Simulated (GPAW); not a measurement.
# CdTe (F-43m) in GPAW: settings compared, part 3 of 3

GPAW 26.7.0. Earlier steps stand in the parts before.

## 4. Band structure, PBEint, spin-orbit coupling, no magnetisation

run.py reads:

```python
import numpy as np
from ase.dft.bandgap import bandgap
from ase.io import write
from ase.spacegroup import crystal
from ase.units import GPa
from gpaw import GPAW, PW, setup_paths
from gpaw.spinorbit import soc_eigenstates

setup_paths.insert(0, '.')

# Te 4c
# Cd 4a
atoms = crystal(['Te', 'Cd'],
                basis=[[0.25, 0.25, 0.25],
                       [0.0, 0.0, 0.0]],
                spacegroup=216, setting=1,  # F-43m
                cellpar=[6.41, 6.41, 6.41, 90.0, 90.0, 90.0],
                primitive_cell=True)

calc = GPAW(mode=PW(600),
            xc='GGA_X_PBEINT+GGA_C_PBEINT',
            kpts={'size': (6, 6, 6), 'gamma': True},
            occupations={'name': 'fermi-dirac', 'width': 0.05},
            nbands=18,
            convergence={'density': 1e-05, 'energy': 1e-05},
            maxiter=150,
            txt='gpaw.txt')
atoms.calc = calc
energy = atoms.get_potential_energy()
forces = atoms.get_forces()
stress = atoms.get_stress()
calc.write('gs.gpw')
write('result.traj', atoms)
print(f'Energy: {energy:.6f} eV')
print('Forces (eV/A):')
print(forces.round(4))
print('Stress (GPa):', (stress / GPa).round(3))
print('Fermi level:', round(calc.get_fermi_level(), 4), 'eV')
print(f'Gap: {bandgap(calc)[0]:.4f} eV, direct: {bandgap(calc, direct=True)[0]:.4f} eV')

path = atoms.cell.bandpath('GXWKGLUWLK,UX', npoints=80, eps=1e-4)
bs_calc = calc.fixed_density(kpts=path, symmetry='off', nbands=31,
                             convergence={'bands': 'CBM+6.0', 'eigenstates': 1e-6}, txt='bands.txt')
bs = bs_calc.band_structure()
bs.write('bs.json')
print(f'Gap on the path: {bandgap(bs_calc)[0]:.4f} eV')

soc = soc_eigenstates(bs_calc, theta=54.7, phi=45)
np.savetxt('soc_bands.dat', soc.eigenvalues(), fmt='%.4f')
mesh = soc_eigenstates('gs.gpw', theta=54.7, phi=45)
np.savetxt('soc_mesh.dat', mesh.eigenvalues(), fmt='%.4f')
print('Fermi level with spin-orbit coupling:', round(mesh.fermi_level, 4), 'eV')
```

Potentials or basis: PAW data sets generated in the run's folder for this functional, pw.

Command:

```bash
gpaw-setup -f GGA_X_PBEINT+GGA_C_PBEINT Cd Te
OMP_NUM_THREADS=1 python run.py
```

gpaw.txt:

```text
__  _  _
 | _ |_)|_||  |
 |__||  | ||/\| - 26.7.0

Input parameters:
  mode=PW(ecut=600.0),
  convergence={'density': 1e-05, 'energy': 1e-05},
  kpts=MonkhorstPack(size=(6, 6, 6), gamma=True),
  maxiter=150,
  nbands=18,
  occupations=Occupations(name='fermi-dirac', width=0.05),
  xc=XC(name='GGA_X_PBEINT+GGA_C_PBEINT')

Diagonalizing LCAO Hamiltonian
Converting LCAO to pw mode

            Te

       Cd

Atoms  # Å, Bohr magnetons
|   | symbol |        x |        y |        z |    initial magnetic moments |
|---|--------|----------|----------|----------|-----------------------------|
| 0 |     Te | 1.602500 | 1.602500 | 1.602500 | ( 0.0000,  0.0000,  0.0000) |
| 1 |     Cd | 0.000000 | 0.000000 | 0.000000 | ( 0.0000,  0.0000,  0.0000) |

Unit cell  # Å
| periodic |        x |        y |        z |  lengths |    angles |
|----------|----------|----------|----------|----------|-----------|
|      yes | 0.000000 | 3.205000 | 3.205000 | 4.532554 | 60.000000 |
|      yes | 3.205000 | 0.000000 | 3.205000 | 4.532554 | 60.000000 |
|      yes | 3.205000 | 3.205000 | 0.000000 | 4.532554 | 60.000000 |

Number of symmetries: 24
Symmetry operations  # r_c * U_cc + t_c -> r_c
|    | kind |            matrix            |
|----|------|------------------------------|
|  0 |  E   |  1, 0, 0,  0, 1, 0,  0, 0, 1 |
|  1 |  σ   |  1, 0, 0,  0, 0, 1,  0, 1, 0 |
|  2 |  σ   |  1, 0,-1,  0, 1,-1,  0, 0,-1 |
|  3 |  C3  |  1, 0,-1,  0, 0,-1,  0, 1,-1 |
|  4 |  C3  |  1,-1, 0,  0,-1, 1,  0,-1, 0 |
|  5 |  σ   |  1,-1, 0,  0,-1, 0,  0,-1, 1 |
|  6 |  σ   |  0, 1, 0,  1, 0, 0,  0, 0, 1 |
|  7 |  C3  |  0, 1, 0,  0, 0, 1,  1, 0, 0 |
|  8 |  C2  |  0, 1,-1,  1, 0,-1,  0, 0,-1 |
|  9 |  S4  |  0, 1,-1,  0, 0,-1,  1, 0,-1 |
| 10 |  C3  |  0, 0, 1,  1, 0, 0,  0, 1, 0 |
| 11 |  σ   |  0, 0, 1,  0, 1, 0,  1, 0, 0 |
| 12 |  S4  |  0, 0,-1,  1, 0,-1,  0, 1,-1 |
| 13 |  C3  |  0, 0,-1,  0, 1,-1,  1, 0,-1 |
| 14 |  S4  |  0,-1, 1,  1,-1, 0,  0,-1, 0 |
| 15 |  C2  |  0,-1, 1,  0,-1, 0,  1,-1, 0 |
| 16 |  C3  |  0,-1, 0,  1,-1, 0,  0,-1, 1 |
| 17 |  S4  |  0,-1, 0,  0,-1, 1,  1,-1, 0 |
| 18 |  S4  | -1, 1, 0, -1, 0, 1, -1, 0, 0 |
| 19 |  C3  | -1, 1, 0, -1, 0, 0, -1, 0, 1 |
| 20 |  C3  | -1, 0, 1, -1, 1, 0, -1, 0, 0 |
| 21 |  S4  | -1, 0, 1, -1, 0, 0, -1, 1, 0 |
| 22 |  σ   | -1, 0, 0, -1, 1, 0, -1, 0, 1 |
| 23 |  C2  | -1, 0, 0, -1, 0, 1, -1, 1, 0 |

BZ-sampling:
  Number of BZ points: 216
  Number of IBZ points: 16

  Monkhorst-Pack size: [6, 6, 6]
  Monkhorst-Pack shift: [0.08333333333333333, 0.08333333333333333, 0.08333333333333333]

K-points  # in reciprocal-cell coordinates
|     |                                coordinates |     weight |
|-----|--------------------------------------------|------------|
|   0 | (  0.00000000,   0.00000000,   0.00000000) | 0.00462963 |
|   1 | (  0.16666667,   0.16666667,   0.00000000) | 0.02777778 |
|   2 | (  0.16666667,   0.16666667,   0.16666667) | 0.03703704 |
[... 78 lines left out ...]
    |    p |        |      26.104 |    1.228 |
    |    d |        |      15.524 |    1.164 |

    Using partial waves for Cd as LCAO basis

Reference energy: -336818.972291  # eV

eigensolver:
  PPCG
  Converge bands: occupied
  niter=2

density mixing:
  MSR1-Mixer
  Pratt-step length: 0.05
  Maximum mixing coefficient: 0.75
  Old densities: 10
  SVD Regularization: 0.005
  Good broyden scale: 1.0
  Trust region scale: 1.0
  Backstep threshold: 4.0
  History deletion threshold: 6.0
  Fourier metric: weight=20.0, sigma=0.015

occupation numbers:
  Fermi-Dirac:
    width: 0.0500  # eV

poisson solver:
  ecut: 4800.0  # eV

xc functional:
  name: GGA_X_PBEINT+GGA_C_PBEINT with 2 nearest neighbor stencil

convergence criteria:
- Maximum integral of absolute [dens]ity change: 1e-05 electrons / valence electron
- Maximum [total energy] change in last 3 cyles: 1e-05 eV / valence electron
- Maximum integral of absolute [eigenst]ate change: 4e-08 eV^2 / valence electron
maximum number of iterations: 150

SCF iterations
|iter     | |      energy | eigst |  dens |
|---------|-|-------------|-------|-------|
|iter:   1| |   -5.627638 | -0.37 |       |
|iter:   2| |   -5.583546 | -2.37 | -1.26 |
|iter:   3| |   -5.411451 | -1.76 | -1.31 |
|iter:   4| |   -5.409413 | -3.35 | -1.78 |
|iter:   5| |   -5.408863 | -3.81 | -2.24 |
|iter:   6| |   -5.408893 | -5.39 | -3.00 |
|iter:   7| |   -5.408897c| -6.52 | -3.56 |
|iter:   8| |   -5.408897c| -7.69c| -4.50 |
|iter:   9| |   -5.408897c| -8.29c| -5.21c|

Converged in 9 steps
Energy contributions relative to reference atoms: (reference = -336818.972291)

Energy contributions:
  Kinetic:          19.705261
  Coulomb:         -17.867585
  Zero:              0.248462
  External:          0.000000
  Xc:               -7.495034
  Entropy:          -0.000003
  Spinorbit:         0.000000
  ----------------------------
  Free energy:      -5.408899
  Extrapolated:     -5.408897

dipole moment: (-25.812209, -25.812209, -25.812209)  # |e|*Ang

Fermi level: 4.481
Eigenvalues  # (at kpt = [0.000, 0.000, 0.000])
| band index |      eig [eV] | occ [0-2] |
|------------|---------------|-----------|
|          0 |        -7.339 |     2.000 |
|          1 |        -4.302 |     2.000 |
|          2 |        -4.302 |     2.000 |
|          3 |        -4.302 |     2.000 |
|          4 |        -4.012 |     2.000 |
|          5 |        -4.012 |     2.000 |
[... 10 lines left out ...]
|         16 |        14.080 |     0.000 |
|         17 |        14.080 |     0.000 |

Gap: 0.844 eV
Transition (v -> c):
  (s=0, k=0, n=8, [0.00, 0.00, 0.00]) -> (s=0, k=0, n=9, [0.00, 0.00, 0.00])
No difference between direct/indirect transitions

Forces  # eV/Ang
|       x |        y |        z |
|---------|----------|----------|
| 0.00000 | -0.00000 | -0.00000 |  # Te   0
| 0.00000 | -0.00000 | -0.00000 |  # Cd   1

Stress tensor  # eV/Ang^3
|         x |         y |         z |
|-----------|-----------|-----------|
| -0.013262 |  0.000000 |  0.000000 |
|  0.000000 | -0.013262 |  0.000000 |
|  0.000000 |  0.000000 | -0.013262 |

# Writing to gs.gpw (mode='')
```

It took 51 s on 1 thread of AMD EPYC 7R13 (Zen 3), shared host; peak memory 0.34 GiB.

Results:

```
Free energy             : -5.4089 eV
Pressure                : 2.1 GPa
Band gap on the k mesh  : 0.52 eV, direct
Band gap along the path : 0.53 eV, direct
```

Levels at the corners of the path, in eV from the valence-band top:
```tsv
point	band 14	band 15	band 16	band 17	band 18	band 19	band 20	band 21	band 22	band 23
Γ	-0.96	0.00	0.00	0.00	0.00	0.53	0.53	3.96	3.96	4.35
X	-4.83	-2.52	-2.52	-2.14	-2.14	2.18	2.18	2.33	2.33	8.43
W	-4.56	-3.13	-2.64	-2.62	-2.60	3.78	4.24	4.32	4.40	5.13
K	-4.60	-3.25	-2.93	-1.98	-1.94	2.51	2.54	4.12	4.33	6.99
Γ	-0.96	0.00	0.00	0.00	0.00	0.53	0.53	3.96	3.96	4.35
L	-4.98	-1.45	-1.45	-0.87	-0.87	1.51	1.51	4.75	4.75	4.92
U	-4.60	-3.25	-2.93	-1.98	-1.94	2.51	2.54	4.12	4.33	6.99
W	-4.56	-3.13	-2.64	-2.62	-2.60	3.78	4.24	4.32	4.40	5.13
L	-4.98	-1.45	-1.45	-0.87	-0.87	1.51	1.51	4.75	4.75	4.92
K	-4.60	-3.25	-2.93	-1.98	-1.94	2.51	2.54	4.12	4.33	6.99
U	-4.60	-3.25	-2.93	-1.98	-1.94	2.51	2.54	4.12	4.33	6.99
X	-4.83	-2.52	-2.52	-2.14	-2.14	2.18	2.18	2.33	2.33	8.43
```

Caveat: spin-orbit coupling was added after a scalar SCF, so levels and gaps hold it while energy, forces, pressure and moments don't; this program's spin-orbit splittings come out too wide for heavy elements.

## 5. Comparison with measurements

Step 2. Measured bulk modulus of CdTe: 42 GPa (powder; quoted in “Multiscale insight into the Cd1-xZnxTe vibrational-mechanical properties -- High-pressure experiments and ab initio calculations”, 2023, arxiv:2306.14539). This calculation gives 40 GPa (-4.4 %). The fit is for a static lattice scaled at fixed shape and fixed fractional positions.

Step 4. Against the measured gap of CdTe, 1.607 eV (0 K; a printed reference work, data compilation), the calculated 0.53 eV is off by -1.08 eV. So large a miss can be the level of theory's own, or it may mean another phase, state or a wrong row. The value is that of PBEint, without temperature or zero-point motion.
